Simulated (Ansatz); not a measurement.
Crystal: PbSe (Clausthalite).

```xyz
2
Lattice="0.0000 3.0606 3.0606 3.0606 0.0000 3.0606 3.0606 3.0606 0.0000" Properties=species:S:1:pos:R:3 pbc="T T T"
Pb    0.0000    0.0000    0.0000
Se    3.0606    3.0606    3.0606
```

- Program: Ansatz 0.2.0
- Task: relaxation of cell and atoms
- Functional: HSE03
- Potentials or basis: Ansatz PAW
- Cutoff: 420 eV (not typed: the program's choice for these potentials)
- k mesh: 4 × 4 × 4
- Occupations: fermi-dirac, width 0.05 eV
- Spin: no spin polarisation

At the start: volume 28.67 Å³/atom.

How do energy, volume and symmetry change on relaxing?

It ends after 4 steps and the volume is 29.47 Å³/atom (+2.8 %); space group Fm-3m (No. 225, to 0.05 Å).

Step by step:
| step | energy change (eV) | largest force (eV/Å) | volume (Å³) |
| --- | --- | --- | --- |
| 1 | 0.0000 | 0.0000 | 57.34 |
| 2 | -0.0050 | 0.0000 | 59.70 |
| 3 | -0.0067 | 0.0000 | 58.94 |
| 4 | -0.0069 | 0.0000 | 58.94 |

Final structure:
```
Pb Se
1.0
     0.00000    3.08887    3.08887
     3.08887    0.00000    3.08887
     3.08887    3.08887    0.00000
Pb Se
1 1
Direct
  0.00000 0.00000 0.00000
  0.50000 0.50000 0.50000
```

Caveat: the k mesh is coarse (spacing up to 0.44 Å⁻¹), so the values aren't converged, least of all with exact exchange; the plane-wave basis is chosen anew once the cell has moved, so the energies of steps on either side of that aren't comparable; the PAW data sets come from PBE, with cores solved anew for the run's functional, which leaves a small shift of forces and pressure.
